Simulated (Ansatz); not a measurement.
# HfO2: a line through an energy map

Aim: follow the energy of HfO2 (Fm-3m, No. 225; 3 atoms in the cell) along one coordinate, normal strain along x, with the other held at normal strain along y = 2.67 %.

Method: DFT PBEsol, scalar-relativistic, plane waves, PAW, in Ansatz 0.2.0.

5 further runs of the same task are left out: 5 set aside as unsound or not needed.

## Step 1: The structure to begin with

It takes space group Fm-3m (No. 225, cubic). Conventional cell: a = 5.044 Å, b = 5.044 Å, c = 5.044 Å, α = 90.00°, β = 90.00°, γ = 90.00°. Around Hf (site symmetry m-3m) lie 8 O at 2.18 Å. O (site symmetry -43m) is surrounded by 4 Hf at 2.18 Å.

Structure file:

```
CELL_PARAMETERS angstrom
0.00000 2.52207 2.52207
2.52207 0.00000 2.52207
2.52207 2.52207 0.00000
ATOMIC_POSITIONS crystal
Hf 0.00000 0.00000 0.00000
O 0.25000 0.25000 0.25000
O 0.75000 0.75000 0.75000
```

It is the result of an earlier relaxation at this level (volume 10.69 Å³/atom; gap on the mesh: 3.69 eV).

## Step 2: Plan of the line

The energy is mapped over two homogeneous strains (x along [1 0 0], y along [0 1 0], z along [0 0 1] of the conventional cell).

First coordinate, normal strain along x: 7 values from −4.00 %. Second coordinate, normal strain along y: 7 values from −4.00 %.

Nothing else is relaxed (symmetry fixes all fractional coordinates). Energies count from the relaxed crystal. Points are written as (first, second).

## Step 3: Point (−4.00 %, 2.67 %)

File input.yaml:

```yaml
crystal:
  lattice:
    - [0.0, 2.5894065951, 2.5220673956]
    - [2.4211846998, 0.0, 2.5220673956]
    - [2.4211846998, 2.5894065951, 0.0]
  atoms:
    - { symbol: Hf, position: [0.0, 0.0, 0.0] }
    - { symbol: O, position: [0.25, 0.25, 0.25] }
    - { symbol: O, position: [0.75, 0.75, 0.75] }
basis:
  ecutwfc: 520.0
kpoints:
  mp_grid: { grid: [8, 8, 8] }
hamiltonian:
  xc: pbesol
  pseudopotentials: { kind: paw, azcp: { folder: soft_1 } }
scf:
  occupations: { method: gaussian, width: 0.05 }
output:
  forces: true
  stress: true
  eigenvalues: true
```

On the command line:

```console
$ ansatz run input.yaml --threads 1 --pin off --max-ram 2048MiB --backend cpu --events-out ev --progress --plain --runs-dir out
```

Further runs follow: the other points of the line.

Before running it: what results should come out? Wanted: for each run, normal strain along x; energy; slope; pressure.

**Answer**, as computed:

| normal strain along x (%) | step | energy (meV/atom) | slope (meV/atom per %) | pressure (GPa) | band gap on the k-mesh (eV) |
| --- | --- | --- | --- | --- | --- |
| −4.00 | 3 | 37.9 | −14.6 | 4.1 | 2.99 |
| −2.67 | – | 22.3 | −8.8 | 0.3 | 3.17 |
| −1.33 | 4 | 14.2 | −3.3 | −3.3 | 3.33 |
| 0.00 | 5 | 13.2 | 1.8 | −6.6 | 3.48 |
| 1.33 | 6 | 18.8 | 6.6 | −9.6 | 3.43 |
| 2.67 | 7 | 30.7 | 11.2 | −12.5 | 3.36 |
| 4.00 | – | 48.4 | 15.5 | −15.1 | 3.24 |

Energies count from the relaxed crystal. Rows without a step come from runs not printed here or follow by symmetry. Slopes come from the forces (and the stress, where the cell changes), not from differences of energies.

**Reading.** The lowest point of the line is at 0.00 %, 13.2 meV/atom from the zero. Energies and slopes round the minimum, fitted together, put the minimum at −0.465 %, with a curvature of about 3.8 meV/atom per %². Divided by the reference volume, that is a stiffness of about 570 GPa for this pattern of strain. The highest point computed, at 4.00 %, lies 35.2 meV/atom above the lowest. This is one cut through a surface in two coordinates; the map's lowest point lies off it. Spin-orbit coupling is left out, which matters for the bands of Hf.

These are semilocal Kohn-Sham gaps, which aren't the measured quantity. Such gaps usually fall short of the measured ones.
